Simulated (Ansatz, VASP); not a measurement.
## P in VASP and in Ansatz

```xyz
2
Lattice="2.7865 0.0000 0.0000 -1.3933 2.4132 0.0000 0.0000 0.0000 4.5877" Properties=species:S:1:pos:R:3 pbc="T T T"
P     0.0000    1.6088    1.1469
P     1.3933    0.8044    3.4408
```

Change from the starting cell: x and y stretched by +3 %, z held, crystal datasets.

Alike in both runs: task electric field gradients; functional PBE; k mesh 15 × 15 × 8; occupations fermi-dirac, width 0.05 eV; no spin polarisation.

|  | VASP | Ansatz |
| --- | --- | --- |
| version | VASP 6.6.1 | Ansatz 0.2.0 |
| potentials or method | VASP PAW PBE potentials, release 64 (P), cutoff 520 eV | all-electron PAW with datasets made for the crystal, scalar-relativistic |

Ansatz gave:

| Property | Result |
| --- | --- |
| pressure (GPa) | -4.8 |
| largest component of the traceless stress (GPa) | 2.25 |
| Vzz of the field gradient on the site that differs most (V/Å²) | -1.9 |

**Question.** Which values does VASP return?

**Answer.** Pressure (GPa): -5.0; largest component of the traceless stress (GPa): 2.24; Vzz of the field gradient on the site that differs most (V/Å²): -1.9.

Ansatz ran all-electron here, so the differences hold the error of VASP's frozen core and of both bases. Ansatz warned: «printed_levels_off».
